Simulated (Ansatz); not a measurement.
The system is Ru.

```
Ru
1.0
     2.70580    0.00000    0.00000
    -1.35290    2.34329    0.00000
     0.00000    0.00000    4.28190
Ru
2
Direct
  0.66667 0.33333 0.75000
  0.33333 0.66667 0.25000
```

```yaml
Program: Ansatz 0.2.0
Task: single point
Functional: PBEsol
Potentials_or_basis: Ansatz PAW
Cutoff: "420 eV (not typed: the program's choice for these potentials)"
k_mesh: 11 × 11 × 6
Occupations: fermi-dirac, width 0.05 eV
Spin: no spin polarisation
```

On this cell: pressure -6.2 GPa; largest force under 0.003 eV/Å; band gap on the k mesh none (metal or under the smearing width).

The same run follows on a disturbed copy (atoms moved at random, drawn with an rms of 0.05 Å):

```
CELL_PARAMETERS angstrom
2.70580 0.00000 0.00000
-1.35290 2.34329 0.00000
0.00000 0.00000 4.28190
ATOMIC_POSITIONS crystal
Ru 0.67236 0.34385 0.74518
Ru 0.32157 0.68043 0.24367
```

Q: What changes?

A: The energy (extrapolated to zero smearing) moves by +4.6 meV/atom; pressure -6.1 GPa; largest force 0.346 eV/Å; band gap on the k mesh none (metal or under the smearing width).

Forces on the atoms (eV/Å):
```
Ru  -0.334  0.050 -0.077
Ru   0.334 -0.050  0.077
```

Stress tensor (GPa, compression positive):
```
-6.20  0.96  0.05
 0.96 -5.84 -0.01
 0.05 -0.01 -6.18
```

Caveats: the PAW data sets come from PBE, with cores solved anew for the run's functional, which leaves a small shift of forces and pressure.
